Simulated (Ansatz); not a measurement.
The system is TiCo.

```
CELL_PARAMETERS angstrom
2.98611 0.00000 0.00000
0.00000 2.98611 0.00000
0.00000 0.00000 2.98611
ATOMIC_POSITIONS crystal
Co 0.50000 0.50000 0.50000
Ti 0.00000 0.00000 0.00000
```

The cell comes from a database or a generator and needn't be the stable form of this composition.

Base run:

```yaml
Program: Ansatz 0.2.0
Functional: PBE
Potentials_or_basis: all-electron LAPW, scalar-relativistic
Cutoff: 279 eV (chosen from the basis error)
Basis_error_allowed: 0.001 eV/atom
k_mesh: 9 × 9 × 9
Occupations: gaussian, width 0.1 eV
Spin: collinear spin, ferromagnetic start
Starting_moments: "[2.0, 1.0] μB"
```

Its results: pressure -0.5 GPa; net moment 0.84 μB per cell; site moments Co +0.94; Ti -0.04 μB.

Task: The run is repeated on the same cell with these changes: functional from PBE to LDA; occupations from gaussian, width 0.1 eV to fermi-dirac, width 0.05 eV. What comes out?

Result: Pressure -14.7 GPa; net moment 0.49 μB per cell; site moments Co +0.54; Ti -0.02 μB.
